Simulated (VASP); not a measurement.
# Sb (Pm-3m) in VASP: elastic constants with PBE

Aim: the elastic constants of Sb with PBE.

Program: VASP 6.6.1. These are calculated values, not measurements. Logs are shortened: lines on timing, memory, paths and dates and some standing lists are left out, and cuts for length are marked.

## 1. Starting point

It takes space group Pm-3m (No. 221, cubic). Conventional cell: a = 3.160 Å, b = 3.160 Å, c = 3.160 Å, α = 90.00°, β = 90.00°, γ = 90.00°. Around Sb (site symmetry m-3m) lie 6 Sb at 3.16 Å.

This isn't the form of Sb at room conditions, which is rhombohedral.

## 2. Elastic constants, PBE

The input, INCAR:

```
  ALGO = Normal
  EDIFF = 1E-8
  ENCUT = 600
  GGA = PE
  IBRION = 6
  ISIF = 3
  ISMEAR = -1
  LASPH = T
  LCHARG = F
  LREAL = F
  LWAVE = F
  NELM = 100
  NFREE = 2
  NSW = 1
  POTIM = 0.015
  PREC = Accurate
  SIGMA = 0.05
```

The input, KPOINTS:

```
k-points
0
Gamma
  6 6 6
```

The input, POSCAR:

```
Sb
1.0
    3.1600000000      0.0000000000      0.0000000000
    0.0000000000      3.1600000000      0.0000000000
    0.0000000000      0.0000000000      3.1600000000
Sb
1
Direct
    0.0000000000      0.0000000000      0.0000000000
```

Potentials or basis: VASP PAW PBE potentials, release 64 (Sb).

The run is started by

```console
$ cat potpaw_PBE.64/Sb/POTCAR > POTCAR
$ mpirun -np 1 vasp_std > vasp.out
```

OUTCAR:

```text
EDIFF = 1E-8
   ENCUT = 600
   GGA = PE
   IBRION = 6
   ISIF = 3
   ISMEAR = -1
   LASPH = T
   LREAL = F
   NELM = 100
   NFREE = 2
   NSW = 1
   POTIM = 0.015
   PREC = Accurate

 ion  position               nearest neighbor table
   1  0.000  0.000  0.000-

  LATTYP: Found a simple cubic cell.
 ALAT       =     3.1600000000

  Lattice vectors:

 A1 = (   3.1600000000,   0.0000000000,   0.0000000000)
 A2 = (   0.0000000000,   3.1600000000,   0.0000000000)
 A3 = (   0.0000000000,   0.0000000000,   3.1600000000)

Analysis of symmetry for initial positions (statically):
=====================================================================
 Subroutine PRICEL returns:
 Original cell was already a primitive cell.

 Routine SETGRP: Setting up the symmetry group for a
 simple cubic supercell.

 Subroutine GETGRP returns: Found 48 space group operations
 (whereof 48 operations were pure point group operations)
 out of a pool of 48 trial point group operations.

The static configuration has the point symmetry O_h .

Analysis of symmetry for dynamics (positions and initial velocities):
=====================================================================
 Subroutine PRICEL returns:
 Original cell was already a primitive cell.

 Routine SETGRP: Setting up the symmetry group for a
 simple cubic supercell.

 Subroutine GETGRP returns: Found 48 space group operations
 (whereof 48 operations were pure point group operations)
 out of a pool of 48 trial point group operations.

The dynamic configuration has the point symmetry O_h .

 Subroutine INISYM returns: Found 48 space group operations
 (whereof 48 operations are pure point group operations),
 and found     1 'primitive' translations

----------------------------------------------------------------------------------------

                                     Primitive cell

  volume of cell :      31.5545

  direct lattice vectors                    reciprocal lattice vectors
     3.160000000  0.000000000  0.000000000     0.316455696  0.000000000  0.000000000
     0.000000000  3.160000000  0.000000000     0.000000000  0.316455696  0.000000000
     0.000000000  0.000000000  3.160000000     0.000000000  0.000000000  0.316455696

  length of vectors
     3.160000000  3.160000000  3.160000000     0.316455696  0.316455696  0.316455696

  position of ions in fractional coordinates (direct lattice)
     0.000000000  0.000000000  0.000000000

  ion indices of the primitive-cell ions
   primitive index   ion index
                 1           1

----------------------------------------------------------------------------------------

 KPOINTS: k-points

Automatic generation of k-mesh.
 Grid dimensions read from file:
 generate k-points for:    6    6    6

 Generating k-lattice:

  Cartesian coordinates                     Fractional coordinates (reciprocal lattice)
     0.052742616  0.000000000  0.000000000     0.166666667  0.000000000  0.000000000
     0.000000000  0.052742616  0.000000000     0.000000000  0.166666667  0.000000000
[... 64 lines left out ...]
   NELECT =       5.0000    total number of electrons
   NUPDOWN=      -1.0000    fix difference up-down
   EMIN   =  10.00;   EMAX   =-10.00  energy-range for DOS
   EFERMI =   0.00;   METHOD = LEGACY
   ISMEAR =    -1;   SIGMA  =   0.05  broadening in eV -4-tet -1-fermi 0-gaus
   EFERMI_NEDOS =   21; number of points for ismear=-14 and -15
   IALGO  =     38    algorithm
   IMIX   =      4    mixing-type and parameters
     AMIX     =   0.40;   BMIX     =  1.00
     AMIX_MAG =   1.60;   BMIX_MAG =  1.00
  volume/ion in A,a.u.               =      31.55       212.94
  Fermi-wavevector in a.u.,A,eV,Ry     =   0.885886  1.674081 10.677766  0.784794
  Thomas-Fermi vector in A             =   2.006979
   LORBIT       =      0    0 simple, 1 ext, 2 COOP (PROOUT), +10 PAW based schemes
   GGA     = PE    functional components
   LHFCALC =     F    Hartree Fock is set to
   AEXX    =    0.0000 exact exchange contribution
   IVDW    =     0    specifies the selected vdW correction
   LEPSILON=     F    determine dielectric tensor
   LRPA    =     F    only Hartree local field effects (RPA)
 finite differences with symmetry
 non-spin polarized calculation
  energy-cutoff  :      600.00
  volume of cell :       31.55
 maximum number of plane-waves:      1068
 NGX is ok and might be reduce to    28
   NGX = 13   NGY = 13   NGZ = 13

--------------------------------------- Ionic step        1  -------------------------------------------

 number of electron       5.0000000 magnetization

 Free energy of the ion-electron system (eV)
  ---------------------------------------------------
  ext. energy  EPLUGINS =         0.00000000
  ---------------------------------------------------
  free energy    TOTEN  =        -4.11643584 eV

  energy without entropy =       -4.11071876  energy(sigma->0) =       -4.11357730

------------------------ aborting loop because EDIFF is reached ----------------------------------------

  FORCE on cell =-STRESS in cart. coord.  units (eV):
  Direction    XX          YY          ZZ          XY          YZ          ZX
  --------------------------------------------------------------------------------------
  -------------------------------------------------------------------------------------
  Total       -0.2921548     -0.2921548     -0.2921548     -0.0000000     -0.0000000      0.0000000
  in kB      -14.8341374    -14.8341374    -14.8341374     -0.0000000     -0.0000000      0.0000000
  external PRESSURE =     -14.8341374 kB  Pullay stress =       0.0000000 kB
[... 86 lines left out ...]
  FREE ENERGIE OF THE ION-ELECTRON SYSTEM (eV)
  ---------------------------------------------------
  free  energy   TOTEN  =        -4.1186773846 eV

  energy  without entropy=       -4.1113656435  energy(sigma->0) =       -4.11502151

[... ionic steps 4 to 12 ...]

--------------------------------------- Ionic step       13  -------------------------------------------

 number of electron       5.0000000 magnetization

------------------------ aborting loop because EDIFF is reached ----------------------------------------
[... 65 lines left out ...]
--------------------------------------- Ionic step       15  -------------------------------------------

 number of electron       5.0000000 magnetization

 Free energy of the ion-electron system (eV)
  ---------------------------------------------------
  ext. energy  EPLUGINS =         0.00000000
  ---------------------------------------------------
  free energy    TOTEN  =        -4.11643571 eV

  energy without entropy =       -4.11071863  energy(sigma->0) =       -4.11357717

 E-fermi :   6.6758     XC(G=0):  -9.3767

 val. band max:        6.5937156020   @ k =   0.5000   0.3333   0.3333
 cond. band min:       6.7524969712   @ k =   0.1667   0.1667   0.0000
 fundamental gap:      0.1587813692
 Fermi energy:         6.6758469634

 k-point     1 :       0.0000    0.0000    0.0000
  band No.  band energies     occupation
      1      -5.5066      2.00000
      2       9.5845      0.00000
      3       9.5845      0.00000
      4       9.5845      0.00000
      5      13.3256      0.00000
      6      13.3256      0.00000
[... 197 lines left out ...]
  FREE ENERGIE OF THE ION-ELECTRON SYSTEM (eV)
  ---------------------------------------------------
  free  energy   TOTEN  =        -4.1164357129 eV

  energy  without entropy=       -4.1107186316  energy(sigma->0) =       -4.11357717

 INTERNAL STRAIN TENSORS FROM STRAINED CELLS
 ============================================

 INTERNAL STRAIN TENSOR FOR ION    1 for displacements in x,y,z  (eV/Angst):
          X           Y           Z          XY          YZ          ZX
  --------------------------------------------------------------------------------
  x     0.00000     0.00000     0.00000     0.00000     0.00000    -0.00000
  y     0.00000     0.00000     0.00000     0.00000     0.00000     0.00000
  z     0.00000     0.00000     0.00000     0.00000     0.00000     0.00000

 INTERNAL STRAIN TENSORS FROM DISPLACED ATOMS
 ============================================

 INTERNAL STRAIN TENSOR FOR ION    1 for displacements in x,y,z  (eV/Angst):
          X           Y           Z          XY          YZ          ZX
  --------------------------------------------------------------------------------
  x     0.00000     0.00000     0.00000     0.00000     0.00000     0.00000
  y     0.00000     0.00000     0.00000     0.00000     0.00000     0.00000
  z     0.00000     0.00000     0.00000     0.00000     0.00000     0.00000

 Eigenvectors and eigenvalues of the dynamical matrix
 ----------------------------------------------------

   1 f/i=    0.000000 THz     0.000000 2PiTHz    0.000000 cm-1     0.000000 meV
             X         Y         Z           dx          dy          dz
      0.000000  0.000000  0.000000     1.000000    0.000000    0.000000

   2 f/i=    0.000000 THz     0.000000 2PiTHz    0.000000 cm-1     0.000000 meV
             X         Y         Z           dx          dy          dz
      0.000000  0.000000  0.000000     0.000000    1.000000    0.000000

   3 f/i=    0.000000 THz     0.000000 2PiTHz    0.000000 cm-1     0.000000 meV
             X         Y         Z           dx          dy          dz
      0.000000  0.000000  0.000000     0.000000    0.000000    1.000000

--------------------------------------------------------------------------------------------------------

 ELASTIC MODULI CONTR FROM IONIC RELAXATION (kBar)
 Direction    XX          YY          ZZ          XY          YZ          ZX
 --------------------------------------------------------------------------------
 XX           0.0000      0.0000      0.0000      0.0000      0.0000      0.0000
 YY           0.0000      0.0000      0.0000      0.0000      0.0000      0.0000
 ZZ           0.0000      0.0000      0.0000      0.0000      0.0000      0.0000
 XY           0.0000      0.0000      0.0000      0.0000      0.0000      0.0000
 YZ           0.0000      0.0000      0.0000      0.0000      0.0000      0.0000
 ZX           0.0000      0.0000      0.0000      0.0000      0.0000      0.0000
 --------------------------------------------------------------------------------

 TOTAL ELASTIC MODULI (kBar)
 Direction    XX          YY          ZZ          XY          YZ          ZX
 --------------------------------------------------------------------------------
 XX         855.1266    250.1519    250.1519      0.0000     -0.0000     -0.0000
 YY         250.1519    855.1266    250.1519      0.0000      0.0000      0.0000
 ZZ         250.1519    250.1519    855.1266     -0.0000     -0.0000     -0.0000
 XY           0.0000      0.0000     -0.0000    145.9692      0.0000      0.0000
 YZ          -0.0000      0.0000     -0.0000      0.0000    145.9692      0.0000
 ZX          -0.0000      0.0000     -0.0000      0.0000      0.0000    145.9692
 --------------------------------------------------------------------------------
```

Run time: 1.7 min. Hardware: 1 thread of Intel Xeon Platinum 8259CL at 2.50GHz (Skylake/Cascade Lake), shared host; peak memory 0.2 GiB.

What came out:

```yaml
Elastic_constants_C11_C12_C44: 86, 25, 15 GPa
Voigt_bulk_modulus: 45 GPa
```

Elastic tensor in Voigt notation (GPa, in the Cartesian axes of the cell as first typed):
```
86 25 25  0  0  0
25 86 25  0  0  0
25 25 86  0  0  0
 0  0  0 15  0  0
 0  0  0  0 15  0
 0  0  0  0  0 15
```

Clamped-ion elastic tensor (GPa):
```
86 25 25  0  0  0
25 86 25  0  0  0
25 25 86  0  0  0
 0  0  0 15  0  0
 0  0  0  0 15  0
 0  0  0  0  0 15
```

Caveat: the cell is under stress, which shifts elastic constants.
